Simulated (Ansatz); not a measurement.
Ti2O:

```xyz
3
Lattice="2.9194 0.0000 0.0000 -1.4597 2.5283 0.0000 0.0000 0.0000 4.7130" Properties=species:S:1:pos:R:3 pbc="T T T"
Ti    0.0000    1.6855    3.3993
Ti    1.4597    0.8428    1.3137
O     0.0000    0.0000    0.0000
```

Program: Ansatz 0.2.0. Alike in all runs: potentials or basis Ansatz PAW; no spin polarisation; cell as given; k mesh 5 × 5 × 3; cutoff (eV) 420; smearing fermi-dirac 0.05 eV; the mesh is coarse, so values aren't converged.

Task: Order these runs on this cell by their pressure, lowest first.
A. level HSEsol; points for each segment of the path 4
B. level B3LYP
C. level HSE06; points for each segment of the path 4

Result: A (0.8 GPa), C (6.1 GPa), B (11.9 GPa).

Caveats: all runs use coarse meshes; the PAW data sets come from PBE, with cores solved anew for the run's functional, which leaves a small shift of forces and pressure; the thresholds are loose for stress.
